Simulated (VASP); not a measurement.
Crystal: Se.

```
CELL_PARAMETERS angstrom
4.35517 0.00000 0.00000
-2.17759 3.77169 0.00000
0.00000 0.00000 4.94945
ATOMIC_POSITIONS crystal
Se 0.78300 0.78300 0.50000
Se 0.00000 0.21700 0.83333
Se 0.21700 0.00000 0.16667
```

| Quantity | Value |
| --- | --- |
| Program | VASP 6.6.1 |
| Task | single point |
| Functional | PBE |
| Potentials or basis | VASP PAW PBE potentials, release 64 (Se) |
| Cutoff | 520 eV |
| k mesh | 7 × 7 × 6 |
| Occupations | fermi-dirac, width 0.05 eV |
| Spin | no spin polarisation |

On this cell: pressure 5.7 GPa; largest force 1.188 eV/Å; band gap on the k mesh 1.16 eV, indirect (least direct gap 1.38 eV).

The same run follows on a disturbed copy (atoms moved at random, drawn with an rms of 0.05 Å):

```
Se
1.0
     4.35517    0.00000    0.00000
    -2.17759    3.77169    0.00000
     0.00000    0.00000    4.94945
Se
3
Direct
  0.78387 0.79043 0.49835
  0.01859 0.22154 0.83490
  0.20435 0.99636 0.17210
```

Question: What does the disturbed cell give?

Answer: The energy moves by +48.3 meV/atom; pressure 7.9 GPa; largest force 2.097 eV/Å; band gap on the k mesh 1.01 eV, indirect (least direct gap 1.17 eV).

Forces in eV/Å, atoms in the order of the input:
```
Se  -1.032 -1.380  0.499
Se  -1.052  1.347 -0.266
Se   2.084  0.033 -0.233
```

Stress tensor (GPa, compression positive):
```
 7.11  0.19 -0.52
 0.19  6.01 -1.39
-0.52 -1.39 10.62
```

Caveats: an odd mesh through Γ misses points on the zone boundary, where band edges often lie; forces of over 1 eV/Å show positions far from the minimum, so gaps and moduli don't describe the material at rest (some runs).
